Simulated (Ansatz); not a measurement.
# HgTe: moving Hg off its site

HgTe, F-43m, a = 6.447 Å (as given, not relaxed at this level: 1.3 GPa). Ansatz: PBEsol, PAW, 420 eV, Γ-centred 14×14×14 mesh on 2 atoms, Gaussian smearing 0.15 eV; no spin polarisation.

```xyz
2
Lattice="0.0000 3.2235 3.2235 3.2235 0.0000 3.2235 3.2235 3.2235 0.0000" Properties=species:S:1:pos:R:3 pbc="T T T"
Hg    0.0000    0.0000    0.0000
Te    4.8353    4.8353    4.8353
```

Atom 1 (Hg) moves by x along the unit vector (-0.577, -0.577, -0.577), with its periodic images; all else is held. y is the free energy of the cell over the start, F the force along the path summed over the moved atoms.

| x (Å) | y (meV) | F (eV/Å) |
| --- | --- | --- |
| -0.100 | 16.75 | 0.31 |
| -0.075 | 9.77 | 0.25 |
| -0.050 | 4.50 | 0.17 |
| -0.025 | 1.17 | 0.09 |
| 0.000 | 0.00 | 0.00 |
| 0.025 | 1.26 | -0.10 |
| 0.050 | ? | ? |
| 0.075 | 12.30 | -0.35 |
| 0.100 | 22.78 | -0.49 |

Task: Fit y = c2 x² + c3 x³ + c4 x⁴ to the energies of the other rows, give the force constant, and predict energy and force of the missing row.

Result: Least squares on the rows shown. y = 1942.6 x² + 3012.5 x³ + 3390.3 x⁴. The force constant is 2 c2 = 3.89 eV/Å² (for all images moving together, not for a lone atom). With two atoms in a cubic cell this is the optical mode at Γ (in a metal it hangs on mesh and smearing): ω = 521.5 √(2 c2/μ) = 116 cm⁻¹ for μ = 77.99 u. The force −dy/dx at the missing row is -0.22 eV/Å (computed -0.22). At x = 0.050 the fit asked for gives 5.25 meV. The run gave 5.25 meV, the same to the digits shown.

Spin–orbit coupling is left out, which can shift energies with elements as heavy as these.

On the mesh the filled and empty bands stay up to 0.07 eV apart, little enough for the smearing to populate both, so at this level the crystal is a narrow-gap semiconductor or semimetal, not an ordinary metal; spin–orbit coupling, left out, moves these levels but leaves zinc-blende mercury chalcogenides without a gap.